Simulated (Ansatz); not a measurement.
# GaN (Fm-3m) in Ansatz: notebook

One crystal, GaN, is run at these levels: PBEsol, PBE, LDA; tasks: single point.

Everything below comes from runs of Ansatz 0.2.0. Logs are shortened: lines on timing, memory, paths and dates and some standing lists are left out, and cuts for length are marked.

### 1 The crystal as given

The structure is cubic, space group Fm-3m (No. 225). The conventional cell has a = 4.270 Å, b = 4.270 Å, c = 4.270 Å, α = 90.00°, β = 90.00°, γ = 90.00°. Around Ga (site symmetry m-3m) lie 6 N at 2.14 Å. N (site symmetry m-3m) has 6 Ga at 2.14 Å as nearest neighbours.

Measurements of this composition are mostly on another form, of space group No. 186.

### 2 Single point, PBEsol

input.yaml

```yaml
crystal:
  lattice:
    - [0.0, 2.135235, 2.135235]
    - [2.135235, 0.0, 2.135235]
    - [2.135235, 2.135235, 0.0]
  atoms:
    - { symbol: Ga, position: [0.0, 0.0, 0.0] }
    - { symbol: "N", position: [0.5, 0.5, 0.5] }
kpoints:
  mp_grid: { grid: [11, 11, 11] }
scf:
  occupations: { method: gaussian, width: 0.1 }
hamiltonian:
  xc: pbesol
  pseudopotentials: { kind: all_electron, lapw: { basis_error: 0.001 } }
output:
  forces: true
  stress: true
  eigenvalues: true
```

Potentials or basis: all-electron LAPW, scalar-relativistic.

Command:

```console
$ ansatz run input.yaml --threads 1 --pin off --max-ram 3072MiB --backend cpu --events-out ev --progress --plain --runs-dir out
```

Standard output:

```text
Warning: RAYON_NUM_THREADS=1 ignored (pool sized by the plan → 1); use --threads N
LAPW: plane waves up to 9.545 Å⁻¹, error target 1.0e-3 eV per atom; small_component_spin mean_spin; N in spheres of 0.948 Å, 7 of its electrons in bands, Dirac shells []; Ga in spheres of 1.187 Å, 21 of its electrons in bands, Dirac shells [] (how accurate: hamiltonian.pseudopotentials.lapw.basis_error, Limitations)
Engine: ansatz 0.2.0, aarch64-unknown-linux-gnu
Pseudopotentials: kind: all_electron
Pseudopotential: Ga, LAPW, valence charge 21, lapw/all_electron/scalar/gaussian/Ga, Koelling and Harmon's equation, gaussian nucleus
Pseudopotential: N, LAPW, valence charge 7, lapw/all_electron/scalar/gaussian/N, Koelling and Harmon's equation, gaussian nucleus
Functional definition: PBEsol
  exchange = pbesol_x
  correlation = pbesol_c
Crystal: 2 atoms, lattice volume = 19.470 Å³
Basis set: ecut = 347.0876407474735 eV, 283 PW (Γ), exchange–correlation at level 2
Bands: 18, of which v1, the nominal top of the filled ones, is band 14 counted from 1 (13 counted from 0)
Symmetry: 48 space group operations
Space group: Fm-3m (ITA 225), of the structure as read, at distance tolerance 2.7e-5 Å
k-points: 56 of 1331
Non-local potential: Ga, projectors of the file, none
Non-local potential: N, projectors of the file, none
Initial density: superposition of atomic densities (chi_scale 0.1, normalization cell, long waves kept (reshape's long-wave potential 0.00 eV rms))
Initial wavefunctions: plane waves of lowest kinetic energy (no species holds an atomic orbital)
Functional: x = pbesol(κ = 0.804, μ = 0.12345679012345678), c = pbesol(β = 0.046)
iter 1 solved again at ethr=1.30e-2 eV; its pass at ethr=1.00e-1 eV (dr2=3.63e0 eV) is discarded
SCF iter   1: F=—  HF=-54346.614464 eV  |F-HF|=—  |Δ(HF+E_count)|=         —  Δρ=1.26e-1  dr2=3.63e0  ethr=1.30e-2  ⟨swp⟩=2.0  Hψ=6494  notcnv=0
preconditioner: auto → none  [insulator: Δε(μ)=2.897 eV  Ē_g=18.191 eV  σ=0.100 eV  W_gap=1.00  n_scr=8 (ndim 8)  ℏωp=35.7 eV  f_vac=0.000  D(μ)=0.00/eV (n_scr^D=0)  ε∞_Penn≈4.9]
iter 2 solved again at ethr=1.18e-3 eV; its pass at ethr=1.30e-2 eV (dr2=3.29e-1 eV) is discarded
SCF iter   2: F=—  HF=-54345.358498 eV  |F-HF|=—  |Δ(HF+E_count)|=    1.26e0  Δρ=4.39e-2  dr2=3.30e-1  ethr=1.18e-3  ⟨swp⟩=2.0  Hψ=5313  notcnv=0
SCF iter   3: F=—  HF=-54344.964758 eV  |F-HF|=—  |Δ(HF+E_count)|=   3.94e-1  Δρ=1.35e-2  dr2=3.32e-2  ethr=1.18e-3  ⟨swp⟩=2.9  Hψ=3159  notcnv=0
SCF iter   4: F=—  HF=-54344.956940 eV  |F-HF|=—  |Δ(HF+E_count)|=         —  Δρ=2.58e-3  dr2=1.17e-3  ethr=1.19e-4  ⟨swp⟩=2.0  Hψ=2835  notcnv=0
the basis was enlarged: its passes take 70.6 KiB over the memory plan, 1 of 1 planned eigensolver slots
SCF iter   5: F=—  HF=-54344.954083 eV  |F-HF|=—  |Δ(HF+E_count)|=   2.86e-3  Δρ=4.62e-4  dr2=3.72e-5  ethr=4.17e-6  ⟨swp⟩=2.0  Hψ=2835  notcnv=0
SCF iter   6: F=—  HF=-54344.954034 eV  |F-HF|=—  |Δ(HF+E_count)|=   4.86e-5  Δρ=2.82e-4  dr2=1.34e-5  ethr=1.33e-7  ⟨swp⟩=2.0  Hψ=2834  notcnv=0
SCF iter   7: F=—  HF=-54344.954031 eV  |F-HF|=—  |Δ(HF+E_count)|=   3.37e-6  Δρ=6.27e-5  dr2=6.90e-7  ethr=4.77e-8  ⟨swp⟩=2.0  Hψ=2835  notcnv=0
SCF iter   8: F=-54344.954031 eV  HF=-54344.954031 eV  |F-HF|=3.05e-9  |Δ(HF+E_count)|=   1.64e-7  Δρ=7.11e-6  dr2=9.10e-9  ethr=2.46e-9  ⟨swp⟩=2.0  Hψ=2835  notcnv=0
SCF 1 converged in 8 iterations: F = -54344.954031 eV  dr2 = 9.10e-9
SCF converged after 8 iterations
Free energy (F): -54344.954031 eV
Harris-Foulkes:  -54344.954031 eV  (|F-HF|=3.05e-9)
Internal energy: -54344.954028 eV  (E = F + TS)
E sigma→0 (E₀):  -54344.954029 eV
Entropy (-TS):   -0.000003 eV (-0.001 meV/atom)
Fermi energy:    14.837671 eV
--- Per-component energies (eV) ---
  E_band       = -1373.246977
  E_kinetic    = 55370.958449
  E_xc         = -2202.445569
  E_electrostatic = -107513.466908  (all electrons and nuclei)
  E_smearing   = -0.000003  (= −TS)
  E_closure    = 0.000000  (closes the sum)
  E_atoms      = -54332.698276  (free atoms, spherical and without spin; not in F)
  Σ components = -54344.954031   (vs F -54344.954031, Δ=0.00e0)
  Basis errors (estimates in eV, not in F): energy 3.6e-4 per atom: plane waves 3.2e-4 (1.8e-4 summed), levels above the bands 0.0e0, relativity 1.8e-8, radial functions 3.7e-5, core shells 8.9e-12; eigenvalues (radial functions only) 1.5e-5; not estimated: angular momenta, meshes, grids; target (lapw.basis_error) 1.0e-3; muffin-tin radii N 0.948 Å, Ga 1.187 Å
--- Forces (eV/Å), atoms counted from 1 ---
  atom   1  Ga    -0.00000000     0.00000000    -0.00000000
  atom   2  N      0.00000000    -0.00000000    -0.00000000
  max |Σ_I F_I| component: 2.97e-30 eV/Å
--- Stress (GPa, compression-positive) ---
       -7.617685       0.000000       0.000000
        0.000000      -7.617685       0.000000
        0.000000       0.000000      -7.617685
  P = ⅓ Tr σ = -7.6177 GPa (-76.177 kbar)
--- Band table (eV; the first three rows and the last of 56) ---
  k-point 0: bands = ["-359.2549", "-127.8610", "-78.7750", "-78.7750", "-78.7750", "-2.4177", "0.5429", "0.5429", "0.5429", "0.6321", "0.6321", "14.0986", "14.0986", "14.0986", "16.4709", "28.8975", "28.8975", "28.8975"]
  k-point 1: bands = ["-359.2549", "-127.8610", "-78.7753", "-78.7751", "-78.7751", "-2.2604", "0.5373", "0.5509", "0.5509", "0.6222", "0.6222", "13.0457", "14.1144", "14.1144", "17.3468", "26.7722", "28.2156", "28.2156"]
  k-point 2: bands = ["-359.2549", "-127.8610", "-78.7759", "-78.7752", "-78.7752", "-1.8021", "0.5230", "0.5408", "0.5408", "0.6278", "0.6278", "11.2425", "14.1632", "14.1632", "18.5559", "24.8092", "26.6736", "26.6736"]
  k-point 55: bands = ["-359.2549", "-127.8607", "-78.7773", "-78.7771", "-78.7762", "-0.7015", "0.5159", "0.5733", "0.5814", "0.7964", "3.2543", "9.0640", "9.1498", "10.7415", "19.2938", "23.6267", "24.8548", "24.9765"]
```

Wall time 8.2 s (1 thread of Arm Neoverse V1, shared host); peak memory 0.3 GiB.

What came out:

```yaml
Free_energy: -54344.9540 eV
Pressure: -7.6 GPa
Band_gap_on_the_k_mesh: 0.47 eV, indirect (least direct gap 2.37 eV)
```

Levels at points of the mesh, in eV from the valence-band top:
```tsv
k point	band 11	band 12	band 13	band 14	band 15	band 16	band 17	band 18
(0.00, 0.00, 0.00)	-13.96	-0.49	-0.49	-0.49	1.88	14.30	14.30	14.30
```

Caveat: an odd mesh through Γ misses points on the zone boundary, where band edges often lie.

### 3 Single point, PBE

input.yaml: that of step 2 with these lines changed.

```diff
@@ -11,5 +11,5 @@
 scf:
-  occupations: { method: gaussian, width: 0.1 }
+  occupations: { method: gaussian, width: 0.05 }
 hamiltonian:
-  xc: pbesol
+  xc: pbe
   pseudopotentials: { kind: all_electron, lapw: { basis_error: 0.001 } }
```

Potentials or basis: all-electron LAPW, scalar-relativistic.

Command:

```console
$ ansatz run input.yaml --threads 1 --pin off --max-ram 3072MiB --backend cpu --events-out ev --progress --plain --runs-dir out
```

Wall time 8.5 s (1 thread of Arm Neoverse V1, shared host); peak memory 0.3 GiB.

The run converged. Its results:

| Property | Result |
| --- | --- |
| Free energy | -54389.9195 eV |
| Pressure | -0.3 GPa |
| Band gap on the k mesh | 0.55 eV, indirect (least direct gap 2.38 eV) |

Levels at points of the mesh, in eV from the valence-band top:
| k point | band 10 | band 11 | band 12 | band 13 | band 14 | band 15 | band 16 | band 17 | band 18 |
| --- | --- | --- | --- | --- | --- | --- | --- | --- | --- |
| (0.00, 0.00, 0.00) | -13.99 | -13.99 | -0.49 | -0.49 | -0.49 | 1.89 | 14.43 | 14.43 | 14.43 |

Caveat: an odd mesh through Γ misses points on the zone boundary, where band edges often lie.

### 4 Single point, LDA

input.yaml: that of step 3 with these lines changed.

```diff
@@ -11,5 +11,5 @@
 scf:
-  occupations: { method: gaussian, width: 0.05 }
+  occupations: { method: gaussian, width: 0.1 }
 hamiltonian:
-  xc: pbe
+  xc: lda
   pseudopotentials: { kind: all_electron, lapw: { basis_error: 0.001 } }
```

Command:

```console
$ ansatz run input.yaml --threads 1 --pin off --max-ram 3072MiB --backend cpu --events-out ev --progress --plain --runs-dir out
```

It took 8.2 s on 1 thread of Arm Neoverse V1, shared host; peak memory 0.3 GiB.

It converged, with:

- Free energy: -54304.2699 eV
- Pressure: -13.5 GPa
- Band gap on the k mesh: 0.34 eV, indirect (least direct gap 2.42 eV)

Levels at points of the mesh, in eV from the valence-band top:
| k point | band 10 | band 11 | band 12 | band 13 | band 14 | band 15 | band 16 | band 17 | band 18 |
| --- | --- | --- | --- | --- | --- | --- | --- | --- | --- |
| (0.00, 0.00, 0.00) | -14.07 | -14.07 | -0.50 | -0.50 | -0.50 | 1.92 | 14.37 | 14.37 | 14.37 |

Caveat: an odd mesh through Γ misses points on the zone boundary, where band edges often lie.

### 5 Summary

```csv
level,smearing,gap on the mesh (eV),pressure (GPa)
PBEsol,gaussian 0.1 eV,0.47,-7.6
PBE,gaussian 0.05 eV,0.55,-0.3
LDA,gaussian 0.1 eV,0.34,-13.5
```

Alike in all rows: task single point; potentials or basis all-electron LAPW, scalar-relativistic; no spin polarisation; cell as given; k mesh 11 × 11 × 11; cutoff (eV) 347; basis error allowed 0.001 eV/atom.

On the cell as given the gap runs from 0.34 eV (LDA) to 0.55 eV (PBE). The pressure there spans -13.5 GPa (LDA) to -0.3 GPa (PBE); a positive pressure means that this level wants a larger cell, a negative one a smaller.

Caveats: an odd mesh through Γ misses points on the zone boundary, where band edges often lie.

Compare energies only between runs with the same functional and basis.
